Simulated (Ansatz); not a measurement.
What does this script print? It uses the Ansatz DFT code, driven from Python.

`compress.py`
```python
from dataclasses import dataclass

import ansatz as az
import numpy as np
import pandas as pd


@dataclass(frozen=True)
class Options:
    kgrid: tuple[int, ...] = (6, 6, 8)
    functional: str = "pbesol"


settings = Options()

def edges_and_angles(cell):
    cell = np.asarray(cell)
    a, b, c = np.linalg.norm(cell, axis=1)
    cosines = cell[1] @ cell[2] / (b * c), cell[0] @ cell[2] / (a * c), cell[0] @ cell[1] / (a * b)
    return (a, b, c, *np.degrees(np.arccos(cosines)))


def main() -> None:
    lattice = az.Lattice.of(
        [4.5922, 0.0, 0.0],
        [0.0, 4.5922, 0.0],
        [0.0, 0.0, 2.9574],
    )
    sites = [
        ("Ti", [0.0, 0.0, 0.0]),
        ("Ti", [0.5, 0.5, 0.5]),
        ("O", [0.30496, 0.30496, 0.0]),
        ("O", [0.19504, 0.80496, 0.5]),
        ("O", [0.69504, 0.69504, 0.0]),
        ("O", [0.80496, 0.19504, 0.5]),
    ]
    system = az.Crystal(lattice=lattice)
    for symbol, position in sites:
        system = system.atom(symbol, position)

    job = (
        system.calculation()
        .kpoints(*settings.kgrid, center="gamma")
        .basis(17 * az.Ha)
        .functional(settings.functional)
        .occupations(az.OccupationsMethod.FIXED)
    )

    rows = []
    for pressure in [0, 10, 20, 30, 40]:
        done = job.relax(cell=True, pressure=pressure, force_tolerance=0.03, max_steps=100).run(threads=1)
        cell = done.lattice.cell_ang
        n_atoms = len(done.lattice.sites)
        volume = abs(np.linalg.det(cell)) / n_atoms
        enthalpy = done.report["free_energy_ev"] / n_atoms + pressure * volume / 160.21766
        rows.append((pressure, volume, enthalpy, *edges_and_angles(cell)))
        print(f"{pressure} GPa done: {volume:.4f} A^3/atom")

    table = pd.DataFrame(rows, columns=["P_GPa", "V_A3_atom", "H_eV_atom", "a", "b", "c", "alpha", "beta", "gamma"])
    print(table.round(4).to_string(index=False))
    p, v = np.array([row[0] for row in rows], float), np.array([row[1] for row in rows])
    print("mean bulk modulus between rows (GPa):", np.round(-np.diff(p) / np.diff(np.log(v)), 1))


if __name__ == "__main__":
    main()
```

Output of `python compress.py`:
```text
0 GPa done: 10.3252 A^3/atom
10 GPa done: 9.9165 A^3/atom
20 GPa done: 9.5846 A^3/atom
30 GPa done: 9.3038 A^3/atom
40 GPa done: 9.0597 A^3/atom
 P_GPa  V_A3_atom  H_eV_atom      a      b      c  alpha  beta  gamma
     0    10.3252 -1199.9381 4.5909 4.5909 2.9393   90.0  90.0   90.0
    10     9.9165 -1199.3069 4.5171 4.5171 2.9160   90.0  90.0   90.0
    20     9.5846 -1198.6986 4.4571 4.4571 2.8948   90.0  90.0   90.0
    30     9.3038 -1198.1094 4.4060 4.4060 2.8755   90.0  90.0   90.0
    40     9.0597 -1197.5365 4.3612 4.3612 2.8580   90.0  90.0   90.0
mean bulk modulus between rows (GPa): [247.6 293.8 336.2 376.2]
```

The volume falls from 10.33 Å³ an atom at 0 GPa to 9.06 at 40 GPa, by 12.3 %. Between 0 and 10 GPa, -V dP/dV is about 248 GPa, a mean over that step.

Notes:
- Absolute energies stand on the zero of these potentials, so only differences at equal settings mean something.
- Spin is left out of this run.
- At a fixed pressure a relaxation lowers the enthalpy F + PV, while F alone can rise.
- The starting cell is as deposited in a crystallographic database; the results hold for this polymorph, which needn't be the stable one.
- Symmetry holds the cell in this phase, whether or not it is the stable one at each pressure.
- Hardware and time: 3.1 min on 1 thread of Intel(R) Xeon(R) Platinum 8259CL CPU @ 2.50GHz (Skylake/Cascade Lake) (shared host), peak memory 0.55 GiB.
